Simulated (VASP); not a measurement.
A run of VASP 6.6.1 is set up as follows.

The input POSCAR:

```
Si28C29                                 
1.0
    1.5465940000      8.0363460000      0.0000000000
   -7.7329770000     -2.6787820000      0.0000000000
    0.0000000000      0.0000000000     10.1265810000
  Si              C             
    28    29
Direct
     0.3320783643146857    0.6640001527208960    0.9383630881868074
     0.1923493209166930    0.2312511520664844    0.9678822299308620
     0.6171310151871947    0.5192272977170556    0.9401998796996991
     0.0486609121003914    0.8122322868998042    0.9359937176196795
     0.4751092916059958    0.0962670296907586    0.9356892276062025
     0.9058766164926595    0.3785325741169846    0.9381281044670758
     0.7648603874887105    0.9502947762642742    0.9402624554763170
     0.5252941385131219    0.9014472027969948    0.4399155453914612
     0.3805711425571491    0.4715813296856519    0.4425470549913053
     0.8060684142051027    0.7531039550968504    0.4386382520373739
     0.2403250140786140    0.0447250272101760    0.4392304091324464
     0.6721277887889612    0.3284234692304697    0.4383840143239687
     0.0946666468589317    0.6230334649775735    0.4340833544822965
     0.9562165903583784    0.1870282344896231    0.4415944157773301
     0.2876056841727035    0.8584363610960380    0.6897389111526291
     0.1387984396669018    0.4466650062592831    0.6750506859767025
     0.5718157451641931    0.7111504786922686    0.6911100498429728
     0.0096157095881339    0.0038196511532055    0.6875199355549695
     0.4198669161412738    0.2789636520153364    0.6881603186902611
     0.8513025770343620    0.5647861266975591    0.6890770774580649
     0.7207625599021472    0.1378272609164801    0.6891270497831955
     0.2874590160720302    0.8573252507515203    0.1866373428939724
     0.1428989252245699    0.4277226418036839    0.1930228142989252
     0.5697651383479270    0.7092493805830175    0.1888438388586319
     0.9963985449698312    0.9909574680574584    0.1967458018672761
     0.4360357876165628    0.2845066808242896    0.1968845550668352
     0.8575730899893337    0.5685316937344098    0.1861412358111704
     0.7172357856725345    0.1397615742189985    0.1879667360832820
     0.3349062212542089    0.6699135529437625    0.7513730318299889
     0.1834236799717424    0.2599469498912619    0.6814267423485260
     0.6127514730671848    0.5175088783961966    0.7522775999965170
     0.0438996148355416    0.7991121792623128    0.7472395248048481
     0.4852411892229959    0.0939423232822700    0.7471817052052354
     0.9025055943980264    0.3793096300489812    0.7509227038321687
     0.7691329006655707    0.9493014644128316    0.7526442455362422
     0.5247584591267058    0.9018149068900987    0.2506933020967082
     0.3817621829924952    0.4733166553474010    0.2534678574961685
     0.8037439615588852    0.7517078686800829    0.2525787932199667
     0.2400272251010284    0.0446360158419560    0.2522672476918811
     0.6749794639164768    0.3307872422181077    0.2524298538998590
     0.0959257252035924    0.6219120118592043    0.2480937527492949
     0.9532521331520205    0.1865044776917486    0.2527383636866218
     0.2880024914455188    0.8554716775802367    0.5014677567655461
     0.1408346681011857    0.4365936739488370    0.4890566741890225
     0.5710414883008129    0.7104835723284062    0.5034578118770813
     0.9973109916410717    0.9873004806173991    0.4953680862688546
     0.4367891346182337    0.2816914285550201    0.4960102634821727
     0.8560664648518252    0.5664682934998321    0.5015872389124624
     0.7183300537168211    0.1378906305563371    0.5020290124878933
     0.2865734248029293    0.8570782740243583    0.9998127544597787
     0.1424540299004001    0.4288543839580114    0.0066935923571563
     0.5700287851897232    0.7114137347855656    0.0014779214049319
     0.9928735760831177    0.9893823810601567    0.0152824984029670
     0.4383805473226600    0.2864731809739789    0.0153423486452012
     0.8583217683293678    0.5700591209158885    0.9996779574620783
     0.7145965507191463    0.1400077572749324    0.0004743812651658
     0.2072399174816288    0.1774674933876553    0.8058816651639027
```

File INCAR.step1:

```
SYSTEM = Si28C29
PREC = Normal ; ENCUT = 400
EDIFF = 1E-5 ; ISMEAR = 0
SIGMA = 0.01 ; LREAL = Auto
LASPH = .True. ; NELM = 80
ALGO = Normal ; ISIF = 2
LWAVE = .True. ; LCHARG = .False.
ICORELEVEL = 1 ; NELECT = 230.0
GGA = PE
```

File INCAR.step2:

```
SYSTEM = Si28C29
PREC = Normal ; ENCUT = 400
EDIFF = 1E-7 ; ISMEAR = 0
SIGMA = 0.01 ; LREAL = Auto
LASPH = .True. ; NELM = 80
ALGO = Normal ; ISIF = 2
LWAVE = .False. ; LCHARG = .False.
GGA = PE ; LHFCALC = .True.
HFSCREEN = 0.2 ; PRECFOCK = Fast
ICORELEVEL = 1 ; NELECT = 230.0
ISTART = 1
```

The input KPOINTS:

```
regular mesh
0
Gamma
  1 1 1
  0 0 0
```

Potentials or basis: VASP PAW PBE potentials, release 64 (Si, C).

Launch:

```sh
$ cat potpaw_PBE.64/Si/POTCAR potpaw_PBE.64/C/POTCAR > POTCAR
$ cp INCAR.step1 INCAR
$ mpirun -np 8 vasp_gam > vasp.out
$ cp INCAR.step2 INCAR
$ mpirun -np 8 vasp_gam > vasp.out
```

Q: Estimate the band gap on the k mesh.

A: 2.27 eV, direct.

Q: Estimate the largest force.

A: 0.993 eV/Å.

Forces on the atoms (eV/Å):
```
Si   0.056 -0.024  0.051
Si   0.110  0.067 -0.816
Si   0.074 -0.107  0.072
Si  -0.103 -0.007  0.013
Si  -0.094 -0.106  0.006
Si   0.050  0.092  0.085
Si  -0.070  0.113  0.044
Si   0.039 -0.006  0.010
Si   0.096  0.023  0.024
Si  -0.086 -0.007 -0.036
Si  -0.106 -0.048  0.044
Si  -0.010 -0.136 -0.065
Si  -0.060  0.015 -0.081
Si   0.100  0.100 -0.030
Si  -0.156 -0.049 -0.028
Si   0.492  0.479  0.048
Si  -0.111  0.016 -0.090
Si  -0.593  0.428  0.278
Si   0.133 -0.773  0.395
Si  -0.124  0.009  0.047
Si   0.088 -0.087  0.014
Si  -0.037 -0.045 -0.085
Si  -0.023 -0.029 -0.133
Si   0.066  0.036 -0.077
Si   0.069 -0.022 -0.040
Si   0.000  0.050 -0.049
Si   0.012 -0.034 -0.161
Si  -0.046  0.021 -0.085
C    0.079 -0.062 -0.043
C   -0.083 -0.017 -0.480
C    0.085  0.106  0.035
C    0.248 -0.055 -0.109
C    0.135  0.152 -0.188
C   -0.100 -0.031  0.010
C    0.005 -0.235 -0.093
C   -0.003 -0.017 -0.024
C   -0.099 -0.027  0.027
C    0.021 -0.008  0.033
C    0.014  0.059 -0.003
C    0.055  0.070  0.046
C   -0.036 -0.020  0.076
C   -0.007 -0.056 -0.004
C    0.073 -0.033  0.013
C    0.034  0.037  0.022
C    0.026  0.061  0.105
C    0.089 -0.153 -0.207
C   -0.014  0.118 -0.302
C    0.021  0.073 -0.037
C   -0.074 -0.004  0.062
C    0.024 -0.014  0.058
C   -0.012  0.000  0.256
C    0.010  0.039  0.003
C   -0.019  0.058  0.142
C    0.003 -0.052  0.175
C    0.006  0.016  0.071
C   -0.026  0.016  0.031
C   -0.221  0.008  0.968
```

Caveat: the cell is charged against a uniform background, so pressure and absolute levels hang on convention; the PAW data sets were made with another functional, which shifts forces and pressure a little.
